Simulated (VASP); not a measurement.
# AlN (P6_3mc) in VASP: a series of runs

The runs below take AlN through relaxation of cell and atoms, vibrations by finite differences, with PBE.

Program: VASP 6.6.1. These are calculated values, not measurements. Logs are shortened: lines on timing, memory, paths and dates and some standing lists are left out, and cuts for length are marked.

## 1. Starting point

It takes space group P6_3mc (No. 186, hexagonal). The conventional cell has a = 3.113 Å, b = 3.113 Å, c = 4.981 Å, α = 90.00°, β = 90.00°, γ = 120.00°. Al (site symmetry 3m) has 4 N at 1.89 Å as nearest neighbours. Around N (site symmetry 3m) lie 4 Al at 1.89 Å.

## 2. Relaxation of cell and atoms, PBE

INCAR reads:

```
SYSTEM = AlN
PREC = Accurate
ENCUT = 520
EDIFF = 0.05
ISMEAR = 0
SIGMA = 0.02
LREAL = .FALSE.
LASPH = .TRUE.
NELM = 80
ALGO = Normal
ISIF = 3
LWAVE = .FALSE.
LCHARG = .FALSE.
GGA = PE
IBRION = 2
NSW = 80
EDIFFG = -0.002
KPAR = 4
```

KPOINTS reads:

```
Automatic mesh
0
G
  12 12 6
  0 0 0
```

POSCAR reads:

```
AlN
1.0
    3.1130000000      0.0000000000      0.0000000000
   -1.5565000000      2.6959370800      0.0000000000
    0.0000000000      0.0000000000      4.9810000000
Al N
2 2
Direct
    0.3333333300      0.6666666700      0.0000000000
    0.6666666700      0.3333333300      0.5000000000
    0.3333333300      0.6666666700      0.3800000000
    0.6666666700      0.3333333300      0.8800000000
```

Potentials or basis: VASP PAW PBE potentials, release 64 (Al, N).

Command:

```
$ cat potpaw_PBE.64/Al/POTCAR potpaw_PBE.64/N/POTCAR > POTCAR
$ mpirun -np 4 vasp_std > vasp.out
```

OUTCAR:

```text
SYSTEM = AlN
   PREC = Accurate
   ENCUT = 520
   EDIFF = 0.05
   ISMEAR = 0
   LREAL = .FALSE.
   LASPH = .TRUE.
   NELM = 80
   ISIF = 3
   GGA = PE
   IBRION = 2
   NSW = 80
   EDIFFG = -0.002

 ion  position               nearest neighbor table
   1  0.333  0.667  0.000-   3 1.89   4 1.89   4 1.89   4 1.89   2 3.07   2 3.07   2 3.07   2 3.07
                             2 3.07   2 3.07
   2  0.667  0.333  0.500-   4 1.89   3 1.89   3 1.89   3 1.89   1 3.07   1 3.07   1 3.07   1 3.07
                             1 3.07   1 3.07
   3  0.333  0.667  0.380-   1 1.89   2 1.89   2 1.89   2 1.89
   4  0.667  0.333  0.880-   2 1.89   1 1.89   1 1.89   1 1.89

  LATTYP: Found a hexagonal cell.
 ALAT       =     3.1130000000
 C/A-ratio  =     1.6000642467

  Lattice vectors:

 A1 = (   3.1130000000,   0.0000000000,   0.0000000000)
 A2 = (  -1.5565000000,   2.6959370800,   0.0000000000)
 A3 = (   0.0000000000,   0.0000000000,   4.9810000000)

Analysis of symmetry for initial positions (statically):
=====================================================================
 Subroutine PRICEL returns:
 Original cell was already a primitive cell.

 Routine SETGRP: Setting up the symmetry group for a
 hexagonal supercell.

 Subroutine GETGRP returns: Found 12 space group operations
 (whereof  6 operations were pure point group operations)
 out of a pool of 24 trial point group operations.

The static configuration has the point symmetry C_3v.
 The point group associated with its full space group is C_6v.

Analysis of symmetry for dynamics (positions and initial velocities):
=====================================================================
 Subroutine PRICEL returns:
 Original cell was already a primitive cell.

 Routine SETGRP: Setting up the symmetry group for a
 hexagonal supercell.

 Subroutine GETGRP returns: Found 12 space group operations
 (whereof  6 operations were pure point group operations)
 out of a pool of 24 trial point group operations.

The dynamic configuration has the point symmetry C_3v.
 The point group associated with its full space group is C_6v.

 Subroutine INISYM returns: Found 12 space group operations
 (whereof  6 operations are pure point group operations),
 and found     1 'primitive' translations

----------------------------------------------------------------------------------------

                                     Primitive cell

  volume of cell :      41.8028

  direct lattice vectors                    reciprocal lattice vectors
     3.113000000  0.000000000  0.000000000     0.321233537  0.185464269  0.000000000
    -1.556500000  2.695937080  0.000000000     0.000000000  0.370928538  0.000000000
     0.000000000  0.000000000  4.981000000     0.000000000  0.000000000  0.200762899

  length of vectors
     3.113000000  3.112999998  4.981000000     0.370928538  0.370928538  0.200762899

  position of ions in fractional coordinates (direct lattice)
     0.333333330  0.666666670  0.000000000
     0.666666670  0.333333330  0.500000000
     0.333333330  0.666666670  0.380000000
     0.666666670  0.333333330  0.880000000

  ion indices of the primitive-cell ions
   primitive index   ion index
                 1           1
                 2           2
                 3           3
                 4           4

----------------------------------------------------------------------------------------

 KPOINTS: Automatic mesh

Automatic generation of k-mesh.
 Grid dimensions read from file:
 generate k-points for:   12   12    6

 Generating k-lattice:

  Cartesian coordinates                     Fractional coordinates (reciprocal lattice)
     0.026769461  0.015455356  0.000000000     0.083333333 -0.000000000  0.000000000
     0.000000000  0.030910712  0.000000000     0.000000000  0.083333333  0.000000000
     0.000000000  0.000000000  0.033460483     0.000000000  0.000000000  0.166666667

  Length of vectors
     0.030910711  0.030910712  0.033460483

  Shift w.r.t. Gamma in fractional coordinates (k-lattice)
     0.000000000  0.000000000  0.000000000

 Subroutine IBZKPT returns following result:
 ===========================================

 Found     76 irreducible k-points:

 Following reciprocal coordinates:
            Coordinates               Weight
  0.000000  0.000000  0.000000      1.000000
  0.083333  0.000000  0.000000      6.000000
  0.166667  0.000000  0.000000      6.000000
  0.250000  0.000000  0.000000      6.000000
  0.333333  0.000000  0.000000      6.000000
  0.416667  0.000000  0.000000      6.000000
[... 16 lines left out ...]
  0.250000  0.000000  0.166667     12.000000
  0.333333  0.000000  0.166667     12.000000
 [... further k-points ...]
   k-points           NKPTS =     76   k-points in BZ     NKDIM =     76   number of bands    NBANDS=     12
   number of dos      NEDOS =    301   number of ions     NIONS =      4
   total plane-waves  NPLWV =  23040
   dimension x,y,z NGX =    24 NGY =   24 NGZ =   40
   dimension x,y,z NGXF=    48 NGYF=   48 NGZF=   80
   ions per type =               2   2
   NGX,Y,Z   is equivalent  to a cutoff of  12.82, 12.82, 13.35 a.u.
   NGXF,Y,Z  is equivalent  to a cutoff of  25.63, 25.63, 26.70 a.u.
 SYSTEM =  AlN
   PREC   = accura    normal or accurate (medium, high low for compatibility)
   ISTART =      0    job   : 0-new  1-cont  2-samecut
   ICHARG =      2    charge: 1-file 2-atom 10-const
   ISPIN  =      1    spin polarized calculation?
   LNONCOLLINEAR =      F non collinear calculations
   LSORBIT =      F    spin-orbit coupling
   LASPH  =      T    aspherical Exc in radial PAW
   ENCUT  =  520.0 eV  38.22 Ry    6.18 a.u.   5.79  5.79  9.26*2*pi/ulx,y,z
   NELM   =     80;   NELMIN=  2; NELMDL= -5     # of ELM steps
   EDIFF  = 0.5E-01   stopping-criterion for ELM
   LREAL  =      F    real-space projection
   EDIFFG = -.2E-02   stopping-criterion for IOM
   NSW    =     80    number of steps for IOM
   IBRION =      2    ionic relax: 0-MD 1-quasi-New 2-CG
   NFREE  =      1    steps in history (QN), initial steepest desc. (CG)
   ISIF   =      3    stress and relaxation
   ISYM   =      2    0-nonsym 1-usesym 2-fastsym
   POTIM  = 0.5000    time-step for ionic-motion
   TEBEG  =    0.0;   TEEND  =   0.0 temperature during run
   PSTRESS=    0.0 pullay stress
   NELECT =      16.0000    total number of electrons
   NUPDOWN=      -1.0000    fix difference up-down
   EMIN   =  10.00;   EMAX   =-10.00  energy-range for DOS
   EFERMI =   0.00;   METHOD = LEGACY
   ISMEAR =     0;   SIGMA  =   0.02  broadening in eV -4-tet -1-fermi 0-gaus
   EFERMI_NEDOS =   21; number of points for ismear=-14 and -15
   IALGO  =     38    algorithm
   IMIX   =      4    mixing-type and parameters
     AMIX     =   0.40;   BMIX     =  1.00
     AMIX_MAG =   1.60;   BMIX_MAG =  1.00
  volume/ion in A,a.u.               =      10.45        70.52
  Fermi-wavevector in a.u.,A,eV,Ry     =   1.188629  2.246183 19.222843  1.412839
  Thomas-Fermi vector in A             =   2.324754
   LORBIT       =      0    0 simple, 1 ext, 2 COOP (PROOUT), +10 PAW based schemes
   GGA     = PE    functional components
   LHFCALC =     F    Hartree Fock is set to
   AEXX    =    0.0000 exact exchange contribution
   IVDW    =     0    specifies the selected vdW correction
   LEPSILON=     F    determine dielectric tensor
   LRPA    =     F    only Hartree local field effects (RPA)
 conjugate gradient relaxation of ions
 non-spin polarized calculation
 Gauss-broadening in eV      SIGMA  =   0.02
  energy-cutoff  :      520.00
  volume of cell :       41.80
 maximum number of plane-waves:      1152
 NGX is ok and might be reduce to    24
   NGX = 11   NGY = 11   NGZ = 19

--------------------------------------- Ionic step        1  -------------------------------------------

 number of electron      15.9999997 magnetization

 Free energy of the ion-electron system (eV)
  ---------------------------------------------------
  ext. energy  EPLUGINS =         0.00000000
  ---------------------------------------------------
  free energy    TOTEN  =       -29.77545472 eV

  energy without entropy =      -29.77545472  energy(sigma->0) =      -29.77545472

------------------------ aborting loop because EDIFF is reached ----------------------------------------

  FORCE on cell =-STRESS in cart. coord.  units (eV):
  Direction    XX          YY          ZZ          XY          YZ          ZX
  --------------------------------------------------------------------------------------
  -------------------------------------------------------------------------------------
  Total        2.0029382      2.0029382      2.3995112      0.0000000     -0.0000000     -0.0000000
  in kB       76.7666738     76.7666737     91.9661363      0.0000000     -0.0000000     -0.0000000
  external PRESSURE =      81.8331613 kB  Pullay stress =       0.0000000 kB
[... 95 lines left out ...]
  FREE ENERGIE OF THE ION-ELECTRON SYSTEM (eV)
  ---------------------------------------------------
  free  energy   TOTEN  =       -29.7743084330 eV

  energy  without entropy=      -29.7743084330  energy(sigma->0) =      -29.77430843

[... ionic steps 4 to 31 ...]

--------------------------------------- Ionic step       32  -------------------------------------------

 number of electron      15.9999998 magnetization

------------------------ aborting loop because EDIFF is reached ----------------------------------------
[... 71 lines left out ...]
--------------------------------------- Ionic step       34  -------------------------------------------

 number of electron      15.9999998 magnetization

 Free energy of the ion-electron system (eV)
  ---------------------------------------------------
  ext. energy  EPLUGINS =         0.00000000
  ---------------------------------------------------
  free energy    TOTEN  =       -29.78011839 eV

  energy without entropy =      -29.78011839  energy(sigma->0) =      -29.78011839

 E-fermi :   6.0766     XC(G=0): -10.8327

 val. band max:        5.9747833184   @ k =   0.0000   0.0000   0.0000
 cond. band min:      10.0308460145   @ k =   0.0000   0.0000   0.0000
 fundamental gap:      4.0560626961
 Fermi energy:         6.0765963874

 k-point     1 :       0.0000    0.0000    0.0000
  band No.  band energies     occupation
      1      -9.0986      2.00000
      2      -7.0129      2.00000
      3       0.0643      2.00000
      4       5.1319      2.00000
      5       5.1319      2.00000
      6       5.7742      2.00000
      7       5.7742      2.00000
      8       5.9748      2.00000
      9      10.0308      0.00000
     10      12.4981      0.00000
     11      16.4415      0.00000
     12      17.0149      0.00000
[... 331 lines left out ...]
 k-point    24 :       0.3333    0.0000    0.1667
  band No.  band energies     occupation
      1      -7.8048      2.00000
      2      -6.6112      2.00000
      3       1.1318      2.00000
      4       2.0793      2.00000
      5       2.6811      2.00000
      6       4.2361      2.00000
      7       5.1957      2.00000
      8       5.3305      2.00000
      9      11.7601      0.00000
     10      12.5773      0.00000
     11      14.3299      0.00000
     12      16.0170      0.00000

 [... further k-points ...]

------------------------ aborting loop because EDIFF is reached ----------------------------------------

  FORCE on cell =-STRESS in cart. coord.  units (eV):
  Direction    XX          YY          ZZ          XY          YZ          ZX
  --------------------------------------------------------------------------------------
  -------------------------------------------------------------------------------------
  Total        0.0056554      0.0056554     -0.0000716      0.0000000      0.0000000     -0.0000000
  in kB        0.2130750      0.2130750     -0.0026993      0.0000000      0.0000000     -0.0000000
  external PRESSURE =       0.1411502 kB  Pullay stress =       0.0000000 kB
[... 19 lines left out ...]
  FREE ENERGIE OF THE ION-ELECTRON SYSTEM (eV)
  ---------------------------------------------------
  free  energy   TOTEN  =       -29.7801183850 eV

  energy  without entropy=      -29.7801183850  energy(sigma->0) =      -29.78011839

 reached required accuracy - stopping structural energy minimisation
```

Run time: 46 s. Hardware: 4 MPI ranks of Intel Xeon Platinum 8559C (Emerald Rapids), shared host; peak memory 0.17 GiB.

What came out:

- Free energy: -29.7801 eV
- Relaxed volume: 10.63 Å³/atom
- Relaxed cell: a = 3.129 Å, b = 3.129 Å, c = 5.017 Å, α = 90.00°, β = 90.00°, γ = 120.00°
- Space group after relaxing (to 0.05 Å): P6_3mc (No. 186)
- Energy gained by relaxing: 1.2 meV/atom
- Ionic steps: 34
- Pressure after relaxing: 0.0 GPa
- Band gap on the k mesh: 4.06 eV, direct

The path:
```csv
step,energy change (eV),largest force (eV/Å),pressure (GPa),volume (Å³)
1,0.0000,0.1270,8.18,41.80
2,0.0817,0.0756,-10.54,45.12
3,0.0011,0.0139,-2.70,43.18
4,-0.0032,0.0464,-1.86,42.84
5,-0.0035,0.0893,0.40,42.29
6,-0.0040,0.0733,0.59,42.41
7,-0.0042,0.0575,-0.24,42.63
8,-0.0042,0.0623,-0.37,42.59
9,-0.0043,0.0692,-0.01,42.50
10,-0.0043,0.0663,0.04,42.53
11,-0.0043,0.0636,-0.10,42.56
12,-0.0043,0.0626,-0.21,42.58
13,-0.0047,0.0212,-0.22,42.56
14,-0.0046,0.0204,-0.15,42.56
15,-0.0046,0.0010,-0.18,42.57
16,-0.0046,0.0125,-0.20,42.57
17,-0.0046,0.0077,-0.20,42.57
18,-0.0046,0.0057,-0.20,42.57
19,-0.0046,0.0048,-0.20,42.57
20,-0.0047,0.0039,-0.03,42.50
21,-0.0046,0.0030,0.13,42.48
22,-0.0046,0.0045,0.16,42.50
23,-0.0047,0.0046,0.10,42.50
24,-0.0047,0.0013,0.01,42.53
25,-0.0047,0.0004,-0.08,42.54
26,-0.0047,0.0018,-0.09,42.54
27,-0.0047,0.0020,-0.06,42.53
28,-0.0047,0.0004,-0.03,42.51
29,-0.0047,0.0007,0.07,42.50
30,-0.0047,0.0011,0.10,42.51
31,-0.0047,0.0014,0.05,42.51
32,-0.0047,0.0012,0.04,42.51
33,-0.0047,0.0011,0.03,42.51
34,-0.0047,0.0002,0.01,42.53
```

Final structure:
```
CELL_PARAMETERS angstrom
3.12863 0.00000 0.00000
-1.56431 2.70947 0.00000
0.00000 0.00000 5.01657
ATOMIC_POSITIONS crystal
Al 0.33333 0.66667 0.99926
Al 0.66667 0.33333 0.49926
N 0.33333 0.66667 0.38074
N 0.66667 0.33333 0.88074
```

Levels at points of the mesh, in eV from the valence-band top:
```csv
k point,band 6,band 7,band 8,band 9,band 10,band 11
"(0.00, 0.00, 0.00)",-0.20,-0.20,0.00,4.06,6.52,10.47
"(0.50, 0.00, 0.00)",-2.05,-1.74,-0.68,5.76,5.77,8.04
"(0.00, 0.00, 0.50)",-0.53,-0.53,-0.53,6.32,6.32,10.18
"(0.50, 0.00, 0.50)",-1.44,-1.35,-1.35,5.25,5.25,9.15
```

## 3. Relaxation of cell and atoms, PBE

This run uses another cell than the first one, of 10.63 Å³/atom, 1.017 times its volume.

INCAR is that of step 2.

KPOINTS is that of step 2.

POSCAR reads:

```
AlN                                     
1.0
    3.1286259194      0.0000000000      0.0000000000
   -1.5643129597      2.7094695231     -0.0000000000
   -0.0000000000     -0.0000000000      5.0165661721
  Al              N             
     2     2
Direct
     0.3333333300000021    0.6666666699999979    0.9992575928443275
     0.6666666699999979    0.3333333300000021    0.4992575928443271
     0.3333333300000021    0.6666666699999979    0.3807424071556754
     0.6666666699999979    0.3333333300000021    0.8807424071556751
```

Potentials or basis: VASP PAW PBE potentials, release 64 (Al, N).

Command:

```
$ cat potpaw_PBE.64/Al/POTCAR potpaw_PBE.64/N/POTCAR > POTCAR
$ mpirun -np 4 vasp_std > vasp.out
```

Wall time 27 s (4 MPI ranks of Intel Xeon Platinum 8559C (Emerald Rapids), shared host); peak memory 0.17 GiB.

Results (log left out):

| Quantity | Value |
| --- | --- |
| Free energy | -29.7805 eV |
| Energy gained by relaxing | -1.1 meV/atom |
| Ionic steps | 12 |
| Pressure after relaxing | 0.0 GPa |
| Band gap on the k mesh | 4.06 eV, direct |

The path:
| step | energy change (eV) | largest force (eV/Å) | pressure (GPa) | volume (Å³) |
| --- | --- | --- | --- | --- |
| 1 | 0.0000 | 0.0015 | 4.72 | 42.53 |
| 2 | 0.0549 | 0.0096 | -8.14 | 44.48 |
| 3 | 0.0108 | 0.0008 | -4.25 | 43.22 |
| 4 | 0.0059 | 0.0006 | -2.06 | 42.88 |
| 5 | 0.0045 | 0.0003 | -0.96 | 42.67 |
| 6 | 0.0043 | 0.0004 | -0.50 | 42.60 |
| 7 | 0.0043 | 0.0006 | -0.29 | 42.56 |
| 8 | 0.0043 | 0.0007 | -0.14 | 42.54 |
| 9 | 0.0043 | 0.0007 | -0.08 | 42.53 |
| 10 | 0.0043 | 0.0007 | -0.04 | 42.53 |
| 11 | 0.0043 | 0.0007 | -0.03 | 42.53 |
| 12 | 0.0043 | 0.0007 | -0.02 | 42.53 |

Final structure:
```
Al N
1.0
     3.12865    0.00000    0.00000
    -1.56433    2.70949    0.00000
     0.00000    0.00000    5.01661
Al N
2 2
Cartesian
  0.0000 1.8063 5.0129
  1.5643 0.9032 2.5046
  0.0000 1.8063 1.9100
  1.5643 0.9032 4.4183
```

Levels at points of the mesh, in eV from the valence-band top:
| k point | band 5 | band 6 | band 7 | band 8 | band 9 | band 10 | band 11 | band 12 |
| --- | --- | --- | --- | --- | --- | --- | --- | --- |
| (0.00, 0.00, 0.00) | -0.84 | -0.20 | -0.20 | 0.00 | 4.06 | 6.52 | 10.47 | 11.04 |
| (0.50, 0.00, 0.00) | -3.30 | -2.05 | -1.74 | -0.68 | 5.76 | 5.77 | 8.04 | 10.15 |
| (0.00, 0.00, 0.50) | -0.53 | -0.53 | -0.53 | -0.53 | 6.32 | 6.32 | 10.18 | 10.18 |
| (0.50, 0.00, 0.50) | -1.44 | -1.44 | -1.35 | -1.35 | 5.25 | 5.25 | 9.15 | 9.15 |

A k mesh can miss the band edges.

## 4. Vibrations by finite differences, PBE

This run uses another cell than the first one, of 10.63 Å³/atom, 1.017 times its volume.

INCAR: that of step 3 with these lines changed.

```diff
@@ -14,5 +14,6 @@
 GGA = PE
-IBRION = 2
-NSW = 80
-EDIFFG = -0.002
+IBRION = 6
+NFREE = 2
+POTIM = 0.015
+NSW = 1
 KPAR = 4
```

KPOINTS reads:

```
regular mesh
0
G
  12 12 6
  0 0 0
```

POSCAR reads:

```
AlN                                     
1.0
    3.1286543642      0.0000000000      0.0000000000
   -1.5643271821      2.7094941570      0.0000000000
   -0.0000000000      0.0000000000      5.0166107352
  Al              N             
     2     2
Direct
     0.3333333300000021    0.6666666699999979    0.9992577509716314
     0.6666666699999979    0.3333333300000021    0.4992577509716314
     0.3333333300000021    0.6666666699999979    0.3807422490283712
     0.6666666699999979    0.3333333300000021    0.8807422490283712
```

Command:

```
$ cat potpaw_PBE.64/Al/POTCAR potpaw_PBE.64/N/POTCAR > POTCAR
$ mpirun -np 4 vasp_std > vasp.out
```

Run time: 64 s. Hardware: 4 MPI ranks of Intel Xeon Platinum 8559C (Emerald Rapids), shared host; peak memory 0.45 GiB.

It converged, with:

- Voigt bulk modulus: 124 GPa
- Highest phonon frequency at Γ, LO-TO splitting left out: 592 cm⁻¹
- Most unstable mode: 32i cm⁻¹

Phonon frequencies in cm⁻¹ (negative: imaginary):
| q point | frequencies |
| --- | --- |
| (0.000, 0.000, 0.000) | -32 -2 -2 215 215 526 557 559 571 571 592 592 |

Elastic tensor in Voigt notation (GPa, in the Cartesian axes of the cell as first typed):
```
186 107  77   0   0   0
107 186  77   0   0   0
 77  77 219   0   0   0
  0   0   0  10   0   0
  0   0   0   0  10   0
  0   0   0   0   0  39
```

Clamped-ion elastic tensor (GPa):
```
209  98  61   0   0   0
 98 209  61   0   0   0
 61  61 257   0   0   0
  0   0   0  13   0   0
  0   0   0   0  13   0
  0   0   0   0   0  56
```

Caveat: some modes are imaginary.
